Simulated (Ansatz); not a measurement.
## Phonon spectrum of Ta2C

Computed with DFT PBEsol, scalar-relativistic, plane waves, PAW in Ansatz. Settings: 420 eV plane-wave cutoff, Γ-centred 18×18×8 mesh, Fermi-Dirac smearing of 0.15 eV. No spin polarisation. Phonons by linear response, acoustic sum rule imposed.

The cell, relaxed at this level:
```yaml
crystal:
  lattice:
    - [3.09589, 0.00000, 0.00000]
    - [-1.54794, 2.68112, 0.00000]
    - [0.00000, 0.00000, 4.92017]
  atoms:
    - { symbol: Ta, position: [0.33333, 0.66667, 0.25283] }
    - { symbol: Ta, position: [0.66667, 0.33333, 0.74717] }
    - { symbol: C, position: [0.00000, 0.00000, 0.00000] }
```

In a metal, frequencies and elastic constants depend on the k mesh and the smearing, soft modes and shear constants most. Some empty bands missed the eigensolver's threshold. Spin–orbit coupling is left out, which matters for heavy elements. The q mesh is coarse, so values between its points are rough.

Force constants from linear response on a 3×3×2 q mesh.

(1) Is the structure dynamically stable on this mesh?

(2) Give the frequencies (cm⁻¹; i marks imaginary ones) at the irreducible q points, in fractions of the reciprocal vectors.

Results:

(1) Yes, on this mesh: no mode is imaginary.

(2)
| q | star | frequencies |
| --- | --- | --- |
| 0.000 0.000 0.000 | 1 | 0 0 0 129 129 217 647 666 666 |
| 0.000 0.000 -0.500 | 1 | 70 70 127 127 159 189 656 661 661 |
| 0.000 0.333 0.000 | 6 | 119 121 148 171 183 199 630 669 672 |
| 0.000 0.333 -0.500 | 6 | 121 133 144 154 185 202 633 668 674 |
| 0.333 0.333 0.000 | 2 | 160 160 163 172 172 202 629 684 684 |
| 0.333 0.333 -0.500 | 2 | 143 143 172 186 186 199 619 688 688 |

Cost: 1 run of about 29 core-minutes, on Arm Neoverse V2 (shared hosts).